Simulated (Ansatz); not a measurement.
**Step by step: Sn, 20 steps of 3.0 fs from 300 K**

All numbers below come from Ansatz 0.2.0, DFT, PBE, all-electron LAPW, scalar-relativistic.

Command: `ansatz run input.yaml --threads 2 --pin off --max-ram 4096MiB --backend cpu --events-out ev --progress --plain --runs-dir out` The run took 17 min on 2 threads of Intel(R) Xeon(R) Platinum 8259CL CPU @ 2.50GHz (Skylake/Cascade Lake), on a shared host, peak memory 0.92 GiB.

```yaml
crystal:
  lattice:
    - [-5.83928815, 5.83928815, 3.1876]
    - [2.919644075, -2.919644075, 1.5938]
    - [2.919644075, 2.919644075, -1.5938]
  atoms:
    - { symbol: Sn, position: [0.0, 0.0, 0.0] }
    - { symbol: Sn, position: [0.5, 0.0, 0.0] }
    - { symbol: Sn, position: [0.375, 0.25, 0.5] }
    - { symbol: Sn, position: [0.875, 0.25, 0.5] }
kpoints:
  mp_grid: { grid: [4, 7, 5] }
scf:
  occupations: { method: fermi_dirac, width: 0.08 }
hamiltonian:
  xc: pbe
  pseudopotentials: { kind: all_electron, lapw: { basis_error: 0.001 } }
output:
  forces: true
  stress: true
md:
  timestep: 3.0
  n_steps: 20
  ensemble: nve
  temperature: 300
  initial_velocities: maxwell_boltzmann
  seed: 403491
```

Spin–orbit coupling is left out, though it moves levels of the heavy atoms by tenths of an eV or more.

The geometry is COD entry 7222460, unchecked; take it as a test cell.

Each frame lists Cartesian positions (Å) and forces (eV/Å). Free energies count from the first step, -672357.5341 eV.

Step 0 (t = 0.0 fs): E = 0.0 meV, T = 300 K, conserved energy 0.0 meV

```
Sn    0.0000    0.0000    0.0000     0.002  -0.038  -0.009
Sn   -2.9196    2.9196    1.5938     0.002  -0.038  -0.009
Sn    0.0000    2.9196    0.7969    -0.002   0.038   0.009
Sn   -2.9196    5.8393    2.3907    -0.002   0.038   0.009
```

Step 1 (t = 3.0 fs): E = -0.1 meV, T = 300 K, conserved energy 0.0 meV

```
Sn    0.0000    0.0037   -0.0025     0.009  -0.044  -0.016
Sn   -2.9192    2.9154    1.5872    -0.010  -0.026   0.005
Sn   -0.0025    2.9187    0.8055     0.011   0.043  -0.002
Sn   -2.9176    5.8408    2.3913    -0.011   0.026   0.013
```

Step 2 (t = 6.0 fs): E = +0.2 meV, T = 299 K, conserved energy 0.0 meV

```
Sn    0.0000    0.0073   -0.0051     0.017  -0.050  -0.022
Sn   -2.9188    2.9111    1.5805    -0.023  -0.014   0.019
Sn   -0.0050    2.9178    0.8141     0.025   0.049  -0.013
Sn   -2.9155    5.8424    2.3919    -0.019   0.016   0.016
```

Step 3 (t = 9.0 fs): E = +0.8 meV, T = 298 K, conserved energy 0.0 meV

```
Sn    0.0000    0.0109   -0.0076     0.024  -0.056  -0.029
Sn   -2.9184    2.9068    1.5739    -0.036  -0.003   0.033
Sn   -0.0075    2.9170    0.8226     0.039   0.054  -0.023
Sn   -2.9134    5.8439    2.3925    -0.028   0.005   0.019
```

Step 4 (t = 12.0 fs): E = +1.7 meV, T = 296 K, conserved energy 0.0 meV

```
Sn    0.0000    0.0145   -0.0102     0.031  -0.061  -0.035
Sn   -2.9180    2.9024    1.5673    -0.049   0.007   0.046
Sn   -0.0100    2.9161    0.8312     0.053   0.059  -0.034
Sn   -2.9114    5.8455    2.3931    -0.036  -0.005   0.022
```

Step 5 (t = 15.0 fs): E = +2.8 meV, T = 293 K, conserved energy 0.0 meV

```
Sn    0.0001    0.0180   -0.0128     0.038  -0.066  -0.041
Sn   -2.9176    2.8981    1.5608    -0.062   0.016   0.059
Sn   -0.0124    2.9154    0.8397     0.068   0.065  -0.044
Sn   -2.9093    5.8471    2.3938    -0.044  -0.015   0.026
```

Step 6 (t = 18.0 fs):

```
Sn    0.0002    0.0215   -0.0155
Sn   -2.9173    2.8939    1.5542
Sn   -0.0148    2.9146    0.8482
Sn   -2.9073    5.8486    2.3944
```

Step 7 (t = 21.0 fs): E = +5.9 meV, T = 285 K, conserved energy 0.0 meV

```
Sn    0.0003    0.0249   -0.0182     0.053  -0.074  -0.051
Sn   -2.9170    2.8896    1.5478    -0.088   0.033   0.083
Sn   -0.0171    2.9140    0.8567     0.096   0.074  -0.065
Sn   -2.9054    5.8501    2.3951    -0.061  -0.033   0.034
```

Step 8 (t = 24.0 fs): E = +7.7 meV, T = 280 K, conserved energy 0.0 meV

```
Sn    0.0004    0.0283   -0.0209     0.059  -0.077  -0.056
Sn   -2.9169    2.8853    1.5414    -0.100   0.040   0.094
Sn   -0.0194    2.9133    0.8651     0.110   0.079  -0.076
Sn   -2.9035    5.8517    2.3958    -0.068  -0.041   0.038
```

Step 9 (t = 27.0 fs): E = +9.8 meV, T = 275 K, conserved energy 0.0 meV

```
Sn    0.0006    0.0316   -0.0236     0.066  -0.080  -0.061
Sn   -2.9167    2.8811    1.5350    -0.113   0.046   0.105
Sn   -0.0215    2.9128    0.8734     0.123   0.083  -0.086
Sn   -2.9016    5.8531    2.3966    -0.076  -0.049   0.042
```

Step 10 (t = 30.0 fs): E = +12.0 meV, T = 269 K, conserved energy 0.0 meV

```
Sn    0.0008    0.0348   -0.0264     0.072  -0.083  -0.066
Sn   -2.9167    2.8769    1.5288    -0.124   0.052   0.115
Sn   -0.0236    2.9123    0.8817     0.135   0.087  -0.097
Sn   -2.8998    5.8546    2.3973    -0.083  -0.056   0.047
```

Step 11 (t = 33.0 fs): E = +14.4 meV, T = 263 K, conserved energy 0.0 meV

```
Sn    0.0011    0.0380   -0.0293     0.078  -0.085  -0.070
Sn   -2.9168    2.8728    1.5226    -0.135   0.058   0.124
Sn   -0.0256    2.9118    0.8899     0.147   0.090  -0.107
Sn   -2.8981    5.8560    2.3981    -0.090  -0.063   0.052
```

Step 12 (t = 36.0 fs): E = +16.8 meV, T = 257 K, conserved energy 0.0 meV

```
Sn    0.0015    0.0411   -0.0322     0.083  -0.087  -0.074
Sn   -2.9169    2.8687    1.5165    -0.145   0.062   0.133
Sn   -0.0275    2.9114    0.8981     0.158   0.093  -0.117
Sn   -2.8964    5.8573    2.3990    -0.097  -0.069   0.058
```

Step 13 (t = 39.0 fs): E = +19.4 meV, T = 250 K, conserved energy 0.0 meV

```
Sn    0.0019    0.0442   -0.0351     0.088  -0.088  -0.077
Sn   -2.9172    2.8646    1.5105    -0.154   0.066   0.141
Sn   -0.0292    2.9111    0.9061     0.168   0.096  -0.128
Sn   -2.8948    5.8586    2.3998    -0.103  -0.075   0.064
```

Step 14 (t = 42.0 fs): E = +22.0 meV, T = 243 K, conserved energy 0.0 meV

```
Sn    0.0024    0.0472   -0.0381     0.093  -0.089  -0.080
Sn   -2.9175    2.8606    1.5047    -0.162   0.070   0.149
Sn   -0.0309    2.9109    0.9141     0.177   0.099  -0.138
Sn   -2.8933    5.8599    2.4008    -0.108  -0.080   0.070
```

Step 15 (t = 45.0 fs): E = +24.7 meV, T = 236 K, conserved energy 0.0 meV

```
Sn    0.0029    0.0501   -0.0412     0.097  -0.090  -0.083
Sn   -2.9180    2.8566    1.4989    -0.169   0.073   0.155
Sn   -0.0324    2.9107    0.9219     0.185   0.101  -0.148
Sn   -2.8918    5.8611    2.4017    -0.113  -0.084   0.076
```

Step 16 (t = 48.0 fs): E = +27.3 meV, T = 230 K, conserved energy 0.0 meV

```
Sn    0.0035    0.0530   -0.0443     0.100  -0.090  -0.085
Sn   -2.9187    2.8527    1.4932    -0.174   0.076   0.161
Sn   -0.0337    2.9106    0.9297     0.191   0.103  -0.159
Sn   -2.8904    5.8622    2.4028    -0.117  -0.088   0.083
```

Step 17 (t = 51.0 fs): E = +29.9 meV, T = 223 K, conserved energy 0.0 meV

```
Sn    0.0042    0.0558   -0.0475     0.103  -0.090  -0.087
Sn   -2.9194    2.8489    1.4877    -0.178   0.078   0.167
Sn   -0.0350    2.9106    0.9373     0.196   0.104  -0.169
Sn   -2.8892    5.8633    2.4039    -0.121  -0.092   0.089
```

Step 18 (t = 54.0 fs): E = +32.5 meV, T = 216 K, conserved energy 0.0 meV

```
Sn    0.0050    0.0585   -0.0507     0.105  -0.090  -0.089
Sn   -2.9203    2.8451    1.4823    -0.181   0.079   0.171
Sn   -0.0360    2.9107    0.9448     0.199   0.105  -0.179
Sn   -2.8880    5.8643    2.4050    -0.124  -0.095   0.096
```

Step 19 (t = 57.0 fs): E = +35.1 meV, T = 210 K, conserved energy 0.0 meV

```
Sn    0.0058    0.0612   -0.0541     0.107  -0.089  -0.090
Sn   -2.9213    2.8413    1.4770    -0.182   0.081   0.175
Sn   -0.0370    2.9108    0.9522     0.201   0.106  -0.188
Sn   -2.8869    5.8652    2.4063    -0.126  -0.098   0.103
```

Step 20 (t = 60.0 fs): E = +37.5 meV, T = 203 K, conserved energy 0.0 meV

```
Sn    0.0068    0.0638   -0.0574     0.108  -0.088  -0.091
Sn   -2.9224    2.8376    1.4718    -0.181   0.082   0.178
Sn   -0.0378    2.9110    0.9595     0.201   0.106  -0.198
Sn   -2.8859    5.8661    2.4076    -0.127  -0.100   0.111
```

Give the energy and forces of step 6.

E = +4.2 meV, T = 289 K, conserved energy 0.0 meV
```
Sn    0.0002    0.0215   -0.0155     0.046  -0.070  -0.046
Sn   -2.9173    2.8939    1.5542    -0.075   0.025   0.071
Sn   -0.0148    2.9146    0.8482     0.082   0.069  -0.055
Sn   -2.9073    5.8486    2.3944    -0.053  -0.024   0.030
```

What is the mean temperature over the last 11 frames?

236 K; so short a run of so small a cell isn't equilibrated.
